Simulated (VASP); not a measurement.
# AgCl (Chlorargyrite) (Fm-3m) in VASP: a series of runs

Runs on AgCl (Chlorargyrite). Level: PBEsol. Tasks: single point.

Everything below comes from runs of VASP 6.6.1. Logs are shortened: lines on timing, memory, paths and dates and some standing lists are left out, and cuts for length are marked.

## (1) The structure

It takes space group Fm-3m (No. 225, cubic). Conventional cell: a = 5.470 Å, b = 5.470 Å, c = 5.470 Å, α = 90.00°, β = 90.00°, γ = 90.00°. Around Ag (site symmetry m-3m) lie 6 Cl at 2.73 Å. Around Cl (site symmetry m-3m) lie 6 Ag at 2.73 Å.

## (2) Single point, PBEsol

Input file INCAR:

```
PREC = Accurate
ENCUT = 600
EDIFF = 1E-6
ISMEAR = 0
SIGMA = 0.05
LREAL = F
LASPH = T
NELM = 100
ALGO = Normal
ISIF = 2
LWAVE = F
LCHARG = F
GGA = PS
ADDGRID = F
```

Input file KPOINTS:

```
Automatic mesh
0
Gamma
  5 5 5
```

Input file POSCAR:

```
AgCl
1.0
    0.0000000000      2.7350000000      2.7350000000
    2.7350000000      0.0000000000      2.7350000000
    2.7350000000      2.7350000000      0.0000000000
Ag Cl
1 1
Direct
    0.0000000000      0.0000000000      0.0000000000
    0.5000000000      0.5000000000      0.5000000000
```

Potentials or basis: VASP PAW PBE potentials, release 64 (Ag, Cl).

Started as:

```sh
cat potpaw_PBE.64/Ag/POTCAR potpaw_PBE.64/Cl/POTCAR > POTCAR
mpirun -np 1 vasp_std > vasp.out
```

OUTCAR:

```text
PREC = Accurate
   ENCUT = 600
   EDIFF = 1E-6
   ISMEAR = 0
   LREAL = F
   LASPH = T
   NELM = 100
   ISIF = 2
   GGA = PS

 Found     10 irreducible k-points:

 Following reciprocal coordinates:
            Coordinates               Weight
  0.000000  0.000000  0.000000      1.000000
  0.200000  0.000000  0.000000      8.000000
  0.400000  0.000000  0.000000      8.000000
  0.200000  0.200000  0.000000      6.000000
  0.400000  0.200000  0.000000     24.000000
 -0.400000  0.200000  0.000000     24.000000
   k-points           NKPTS =     10   k-points in BZ     NKDIM =     10   number of bands    NBANDS=     13
   number of dos      NEDOS =    301   number of ions     NIONS =      2
   total plane-waves  NPLWV =  32768
   dimension x,y,z NGX =    32 NGY =   32 NGZ =   32
   dimension x,y,z NGXF=    64 NGYF=   64 NGZF=   64
   ions per type =               1   1
   NGX,Y,Z   is equivalent  to a cutoff of  13.75, 13.75, 13.75 a.u.
   NGXF,Y,Z  is equivalent  to a cutoff of  27.51, 27.51, 27.51 a.u.
 SYSTEM =  unknown system
   PREC   = accura    normal or accurate (medium, high low for compatibility)
   ISTART =      0    job   : 0-new  1-cont  2-samecut
   ICHARG =      2    charge: 1-file 2-atom 10-const
   ISPIN  =      1    spin polarized calculation?
   LNONCOLLINEAR =      F non collinear calculations
   LSORBIT =      F    spin-orbit coupling
   LASPH  =      T    aspherical Exc in radial PAW
   ENCUT  =  600.0 eV  44.10 Ry    6.64 a.u.   7.73  7.73  7.73*2*pi/ulx,y,z
   NELM   =    100;   NELMIN=  2; NELMDL= -5     # of ELM steps
   EDIFF  = 0.1E-05   stopping-criterion for ELM
   LREAL  =      F    real-space projection
   EDIFFG = 0.1E-04   stopping-criterion for IOM
   NSW    =      0    number of steps for IOM
   IBRION =     -1    ionic relax: 0-MD 1-quasi-New 2-CG
   NFREE  =      0    steps in history (QN), initial steepest desc. (CG)
   ISIF   =      2    stress and relaxation
   ISYM   =      2    0-nonsym 1-usesym 2-fastsym
   POTIM  = 0.5000    time-step for ionic-motion
   TEBEG  =    0.0;   TEEND  =   0.0 temperature during run
   PSTRESS=    0.0 pullay stress
   NELECT =      18.0000    total number of electrons
   NUPDOWN=      -1.0000    fix difference up-down
   EMIN   =  10.00;   EMAX   =-10.00  energy-range for DOS
   EFERMI =   0.00;   METHOD = LEGACY
   ISMEAR =     0;   SIGMA  =   0.05  broadening in eV -4-tet -1-fermi 0-gaus
   EFERMI_NEDOS =   21; number of points for ismear=-14 and -15
   IALGO  =     38    algorithm
   IMIX   =      4    mixing-type and parameters
     AMIX     =   0.40;   BMIX     =  1.00
     AMIX_MAG =   1.60;   BMIX_MAG =  1.00
  volume/ion in A,a.u.               =      20.46       138.06
  Fermi-wavevector in a.u.,A,eV,Ry     =   1.245083  2.352866 21.092186  1.550232
  Thomas-Fermi vector in A             =   2.379321
   LORBIT       =      0    0 simple, 1 ext, 2 COOP (PROOUT), +10 PAW based schemes
   GGA     = PS    functional components
   LHFCALC =     F    Hartree Fock is set to
   AEXX    =    0.0000 exact exchange contribution
   IVDW    =     0    specifies the selected vdW correction
   LEPSILON=     F    determine dielectric tensor
   LRPA    =     F    only Hartree local field effects (RPA)
 non-spin polarized calculation
 Gauss-broadening in eV      SIGMA  =   0.05
  energy-cutoff  :      600.00
  volume of cell :       40.92
 maximum number of plane-waves:      1372
   NGX = 15   NGY = 15   NGZ = 15

 number of electron      17.9999998 magnetization

 Free energy of the ion-electron system (eV)
  ---------------------------------------------------
  ext. energy  EPLUGINS =         0.00000000
  ---------------------------------------------------
  free energy    TOTEN  =        -6.05724291 eV

  energy without entropy =       -6.05724291  energy(sigma->0) =       -6.05724291

 E-fermi :   4.3881     XC(G=0): -10.4333

 val. band max:        4.0940591688   @ k =   0.4000   0.0000   0.0000
 cond. band min:       4.9760756735   @ k =   0.0000   0.0000   0.0000
 fundamental gap:      0.8820165047
 Fermi energy:         4.3881173472

 k-point     1 :       0.0000    0.0000    0.0000
  band No.  band energies     occupation
      1     -11.1743      2.00000
      2       1.5992      2.00000
      3       1.5992      2.00000
      4       1.5992      2.00000
      5       1.6418      2.00000
      6       1.6418      2.00000
      7       1.7486      2.00000
      8       1.7486      2.00000
      9       1.7486      2.00000
     10       4.9761      0.00000
     11      14.9831      0.00000
     12      14.9831      0.00000
     13      14.9831      0.00000

 k-point     2 :       0.2000    0.0000    0.0000
  band No.  band energies     occupation
      1     -11.0088      2.00000
      2       0.1608      2.00000
      3       0.5215      2.00000
      4       0.5215      2.00000
      5       1.7403      2.00000
      6       1.7403      2.00000
      7       2.0081      2.00000
      8       3.0615      2.00000
      9       3.0615      2.00000
     10       6.5487      0.00000
     11      12.5072      0.00000
     12      13.8908      0.00000
     13      13.8908      0.00000

 k-point     3 :       0.4000    0.0000    0.0000
  band No.  band energies     occupation
      1     -10.7159      2.00000
      2      -1.2221      2.00000
      3      -0.1355      2.00000
      4      -0.1355      2.00000
      5       1.9750      2.00000
      6       1.9750      2.00000
      7       2.2940      2.00000
      8       4.0941      2.00000
      9       4.0941      2.00000
     10       8.0804      0.00000
     11      10.9643      0.00000
     12      11.9876      0.00000
     13      11.9876      0.00000

 k-point     4 :       0.2000    0.2000    0.0000
  band No.  band energies     occupation
      1     -10.9689      2.00000
      2      -0.3020      2.00000
      3       1.0272      2.00000
      4       1.0272      2.00000
      5       1.4667      2.00000
      6       1.7146      2.00000
      7       2.3102      2.00000
      8       2.3102      2.00000
      9       2.7461      2.00000
     10       7.1623      0.00000
     11      12.2431      0.00000
     12      13.1703      0.00000
     13      14.2884      0.00000

 k-point     5 :       0.4000    0.2000    0.0000
  band No.  band energies     occupation
      1     -10.7447      2.00000
      2      -0.8176      2.00000
      3       0.1192      2.00000
      4       0.3199      2.00000
      5       1.6769      2.00000
      6       2.0152      2.00000
      7       2.2702      2.00000
      8       2.9958      2.00000
      9       3.4180      2.00000
     10       8.2052      0.00000
     11      10.6087      0.00000
     12      12.2807      0.00000
     13      13.5035      0.00000

 k-point     6 :      -0.4000    0.2000    0.0000
  band No.  band energies     occupation
      1     -10.6417      2.00000
      2      -1.0493      2.00000
      3      -0.1448      2.00000
      4      -0.1354      2.00000
      5       1.9600      2.00000
      6       2.0085      2.00000
      7       2.2986      2.00000
      8       3.1593      2.00000
      9       3.9604      2.00000
     10       9.1908      0.00000
     11       9.6950      0.00000
     12      12.1649      0.00000
     13      12.5078      0.00000

 [... further k-points ...]
[... 5 lines left out ...]
  --------------------------------------------------------------------------------------
  -------------------------------------------------------------------------------------
  Total       -0.1794705     -0.1794705     -0.1794705      0.0000000      0.0000000     -0.0000000
  in kB       -7.0275116     -7.0275116     -7.0275116      0.0000000      0.0000000     -0.0000000
  external PRESSURE =      -7.0275116 kB  Pullay stress =       0.0000000 kB

 VOLUME and BASIS-vectors are now :
 -----------------------------------------------------------------------------
  energy-cutoff  :      600.00
  volume of cell :       40.92
      direct lattice vectors                 reciprocal lattice vectors
     0.000000000  2.735000000  2.735000000    -0.182815356  0.182815356  0.182815356
     2.735000000  0.000000000  2.735000000     0.182815356 -0.182815356  0.182815356
     2.735000000  2.735000000  0.000000000     0.182815356  0.182815356 -0.182815356

 POSITION                                       TOTAL-FORCE (eV/Angst)
 -----------------------------------------------------------------------------------
      0.00000      0.00000      0.00000         0.000000     -0.000000      0.000000
      2.73500      2.73500      2.73500        -0.000000      0.000000     -0.000000
 -----------------------------------------------------------------------------------
    total drift:                                0.000000     -0.000000     -0.000000

  FREE ENERGIE OF THE ION-ELECTRON SYSTEM (eV)
  ---------------------------------------------------
  free  energy   TOTEN  =        -6.0572429066 eV

  energy  without entropy=       -6.0572429066  energy(sigma->0) =       -6.05724291
```

Run time: 3.5 s. Hardware: 1 thread of Intel Xeon 6975P-C (Granite Rapids), shared host; peak memory 0.17 GiB.

These settings aren't checked as converged: the numbers below hold their error.

What came out:

```
Free energy            : -6.0572 eV
Pressure               : -0.7 GPa
Band gap on the k mesh : 0.88 eV, indirect (least direct gap 3.23 eV)
```

Caveat: the PAW data sets were made with another functional, which shifts forces and pressure a little; an odd mesh through Γ misses points on the zone boundary, where band edges often lie.

## (3) Single point, PBEsol

Edit INCAR of step 2 so:

```diff
@@ -1,3 +1,3 @@
 PREC = Accurate
-ENCUT = 600
+ENCUT = 350
 EDIFF = 1E-6
```

Input file KPOINTS:

```
Automatic mesh
0
Gamma
  7 7 7
```

POSCAR is that of step 2.

Potentials or basis: VASP PAW PBE potentials, release 64 (Ag, Cl).

Started as:

```sh
cat potpaw_PBE.64/Ag/POTCAR potpaw_PBE.64/Cl/POTCAR > POTCAR
mpirun -np 1 vasp_std > vasp.out
```

Wall time 2.6 s (1 thread of Intel Xeon 6975P-C (Granite Rapids), shared host); peak memory 0.13 GiB.

These settings aren't checked as converged: the numbers below hold their error.

Results:

```
Free energy            : -6.0617 eV
Pressure               : -1.2 GPa
Band gap on the k mesh : 0.80 eV, indirect (least direct gap 3.23 eV)
```

Caveat: the PAW data sets were made with another functional, which shifts forces and pressure a little; an odd mesh through Γ misses points on the zone boundary, where band edges often lie.

## (4) Single point, PBEsol

Edit INCAR of step 3 so:

```diff
@@ -1,3 +1,3 @@
 PREC = Accurate
-ENCUT = 350
+ENCUT = 500
 EDIFF = 1E-6
```

Input file KPOINTS:

```
Automatic mesh
0
Gamma
  6 6 6
```

POSCAR is that of step 3.

Started as:

```sh
cat potpaw_PBE.64/Ag/POTCAR potpaw_PBE.64/Cl/POTCAR > POTCAR
mpirun -np 1 vasp_std > vasp.out
```

It took 3.9 s on 1 thread of Intel Xeon 6975P-C (Granite Rapids), shared host; peak memory 0.15 GiB.

These settings aren't checked as converged: the numbers below hold their error.

Results:

* Free energy: -6.0592 eV
* Pressure: -0.8 GPa
* Band gap on the k mesh: 0.72 eV, indirect (least direct gap 3.23 eV)

Caveat: the PAW data sets were made with another functional, which shifts forces and pressure a little.

## (5) The reference run

An earlier run on the cell as given: functional PBEsol; potentials or basis VASP PAW PBE potentials, release 64 (Ag, Cl); cutoff 520 eV; k mesh 8 × 8 × 8; occupations fermi-dirac, width 0.05 eV; no spin polarisation.

* Pressure: -0.8 GPa
* Band gap on the k mesh: 0.72 eV, indirect (least direct gap 3.18 eV)
